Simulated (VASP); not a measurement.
# NaH (Fm-3m) in VASP: a series of runs, part 2 of 2

VASP 6.6.1. Earlier steps stand in the parts before.

**3. Optical spectrum, optB88-vdW, spin-orbit coupling, no magnetisation**

Contents of INCAR:

```
AGGAC = 0.0 ; ALGO = Fast
CSHIFT = 0.1 ; EDIFF = 1E-6
ENCUT = 520 ; GGA = BO
GGA_COMPAT = False ; ISIF = 2
ISMEAR = -5 ; LASPH = True
LCHARG = False ; LOPTICS = True
LORBIT = 11 ; LREAL = False
LSORBIT = True ; LUSE_VDW = True
LWAVE = False ; MAGMOM = 0 0 0 0 0 0
NBANDS = 104 ; NEDOS = 2000
NELM = 60 ; PARAM1 = 0.1833333333
PARAM2 = 0.22 ; PREC = Accurate
SIGMA = 0.05
```

Contents of KPOINTS:

```
k-points
0
Gamma
  7 7 7
```

Contents of POSCAR:

```
NaH
1.0
    0.0000000000      2.4400000000      2.4400000000
    2.4400000000      0.0000000000      2.4400000000
    2.4400000000      2.4400000000      0.0000000000
Na H
1 1
Direct
    0.0000000000      0.0000000000      0.0000000000
    0.5000000000      0.5000000000      0.5000000000
```

Potentials or basis: VASP PAW PBE potentials, release 64 (Na_pv, H).

The run is started by

```console
$ cat potpaw_PBE.64/Na_pv/POTCAR potpaw_PBE.64/H/POTCAR > POTCAR
$ mpirun -np 1 vasp_ncl > vasp.out
```

OUTCAR:

```text
EDIFF = 1E-6
   ENCUT = 520
   GGA = BO
   ISIF = 2
   ISMEAR = -5
   LASPH = True
   LORBIT = 11
   LREAL = False
   LSORBIT = True
   NELM = 60
   PREC = Accurate

 ion  position               nearest neighbor table
   1  0.000  0.000  0.000-
   2  0.500  0.500  0.500-

  LATTYP: Found a face centered cubic cell.
 ALAT       =     4.8800000000

  Lattice vectors:

 A1 = (   0.0000000000,   2.4400000000,   2.4400000000)
 A2 = (   2.4400000000,   0.0000000000,   2.4400000000)
 A3 = (   2.4400000000,   2.4400000000,   0.0000000000)

[... 1150 lines left out ...]
     0.0000000     0.0000000     0.0000000     0.0000000     0.0000000
     0.0000000     0.0000000     0.0000000     0.0000000     0.0000000
 l=   3
     0.0000000     0.0000000     0.0000000     0.0000000     0.0000000     0.0000000     0.0000000
     0.0000000     0.0000000     0.0000000     0.0000000     0.0000000     0.0000000     0.0000000
     0.0000000     0.0000000     0.0000000     0.0000000     0.0000000     0.0000000     0.0000000
     0.0000000     0.0000000     0.0000000     0.0000000     0.0000000     0.0000000     0.0000000
     0.0000000     0.0000000     0.0000000     0.0000000     0.0000000     0.0000000     0.0000000
     0.0000000     0.0000000     0.0000000     0.0000000     0.0000000     0.0000000     0.0000000
     0.0000000     0.0000000     0.0000000     0.0000000     0.0000000     0.0000000     0.0000000

 total charge

# of ion       s       p       d       tot
------------------------------------------
    1        0.057   5.985   0.000   6.043
    2        0.523   0.000   0.000   0.523
--------------------------------------------------
tot          0.580   5.986   0.000   6.566

 magnetization (x)

# of ion       s       p       d       tot
------------------------------------------
    1       -0.000  -0.000   0.000  -0.000
    2        0.000   0.000   0.000   0.000
--------------------------------------------------
tot         -0.000  -0.000   0.000  -0.000

 magnetization (y)

# of ion       s       p       d       tot
------------------------------------------
    1        0.000  -0.000   0.000  -0.000
    2       -0.000   0.000   0.000  -0.000
--------------------------------------------------
tot          0.000  -0.000   0.000  -0.000

 magnetization (z)

# of ion       s       p       d       tot
------------------------------------------
    1        0.000  -0.000   0.000  -0.000
    2       -0.000   0.000   0.000  -0.000
--------------------------------------------------
tot         -0.000  -0.000   0.000  -0.000
```

OSZICAR:

```text
N       E                     dE             d eps       ncg     rms          rms(c)
DAV:   1     0.764578145775E+02    0.76458E+02   -0.15776E+03  4664   0.164E+02
DAV:   2     0.334643773360E+01   -0.73111E+02   -0.66322E+02  4496   0.734E+01
DAV:   3    -0.350183353584E+01   -0.68483E+01   -0.67317E+01  4928   0.198E+01
DAV:   4    -0.358969716515E+01   -0.87864E-01   -0.87814E-01  4808   0.221E+00
DAV:   5    -0.358978659025E+01   -0.89425E-04   -0.89423E-04  4784   0.687E-02    0.347E+00
RMM:   6    -0.318941398038E+01    0.40037E+00   -0.54010E-03  5668   0.953E-02    0.155E+00
RMM:   7    -0.309264374361E+01    0.96770E-01   -0.59187E-03  5750   0.146E-01    0.364E-01
RMM:   8    -0.309826978117E+01   -0.56260E-02   -0.20866E-03  5639   0.128E-01    0.571E-02
RMM:   9    -0.309850267863E+01   -0.23290E-03   -0.23033E-04  5863   0.429E-02    0.246E-02
RMM:  10    -0.309849733902E+01    0.53396E-05   -0.14822E-05  6020   0.103E-02    0.960E-03
RMM:  11    -0.309849937276E+01   -0.20337E-05   -0.87176E-07  5777   0.231E-03    0.480E-03
RMM:  12    -0.309850526006E+01   -0.58873E-05   -0.39504E-06  5496   0.410E-03    0.101E-03
RMM:  13    -0.309850522288E+01    0.37185E-07   -0.63971E-08  5291   0.742E-04
   1 F= -.30985052E+01 E0= -.30985052E+01  d E =0.000000E+00  mag=     0.0000     0.0000     0.0000
 imaginary and real dielectric function
```

Run time: 2.2 min. Hardware: 1 thread of AMD EPYC 9R14 (Zen 4), shared host; peak memory 0.46 GiB.

What came out:

```
Free energy                                           : -3.0985 eV
Pressure                                              : -1.3 GPa
Valence electrons inside the program's atomic spheres : Na 6.04; H 0.52
```

Dielectric function (mean over the directions given):
| energy (eV) | real part | imaginary part |
| --- | --- | --- |
| 0.31 | 2.92 | 0.00 |
| 1.29 | 3.00 | 0.01 |
| 2.34 | 3.23 | 0.03 |
| 3.39 | 3.75 | 0.08 |
| 4.44 | 5.27 | 0.28 |
| 5.42 | 7.97 | 8.21 |
| 6.47 | -1.44 | 3.32 |
| 7.52 | -0.81 | 2.24 |
| 8.57 | -0.37 | 1.04 |
| 9.62 | -0.01 | 0.85 |
| 10.60 | 0.20 | 0.65 |
| 11.65 | 0.23 | 0.49 |
| 12.70 | 0.35 | 0.34 |
| 13.75 | 0.47 | 0.24 |
| 14.79 | 0.55 | 0.21 |
| 15.78 | 0.60 | 0.11 |
| 16.83 | 0.72 | 0.10 |
| 17.88 | 0.73 | 0.05 |
| 18.92 | 0.84 | 0.05 |
| 19.97 | 0.85 | 0.08 |

Caveat: spectra need much finer meshes, so this one isn't converged; independent-particle spectra lack excitons; the PAW data sets were made with another functional, which shifts forces and pressure a little.
